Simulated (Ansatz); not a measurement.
Runs of Ansatz 0.2.0 on Ge. Symmetry: Cmcm, No. 63, orthorhombic system. Conventional cell: a = 2.976 Å, b = 5.189 Å, c = 4.728 Å, α = 90.00°, β = 90.00°, γ = 90.00°. Around Ge (site symmetry m2m) lie 12 Ge at 2.92 to 2.99 Å. This isn't the form of Ge at room conditions, which is diamond.

```csv
level,cutoff (eV),gap on the mesh (eV),pressure (GPa),relaxed volume (Å³/atom)
revPBE,420,none,0.0,(a)
LDA,420,none,0.0,17.92
r2SCAN,500,none,0.0,18.65
RPBE,420,none,0.0,19.76
PBEsol,420,none,0.0,(b)
```

Alike in all rows: task relaxation of cell and atoms; potentials or basis Ansatz PAW; no spin polarisation; cell relaxed; k mesh 10 × 10 × 6; smearing fermi-dirac 0.05 eV.

Question: Fill in the values left out.

Answer: (a) 19.63; (b) 18.36.

Caveats: the plane-wave basis is chosen anew once the cell has moved, so the energies of steps on either side of that aren't comparable; the PAW data sets come from PBE, with cores solved anew for the run's functional, which leaves a small shift of forces and pressure.

A k mesh can miss the band edges, and the runs leave out spin-orbit coupling on Ge.

A gap of «none» marks a metal or a gap under the smearing width.

Runs at the PBE level aren't shown here.
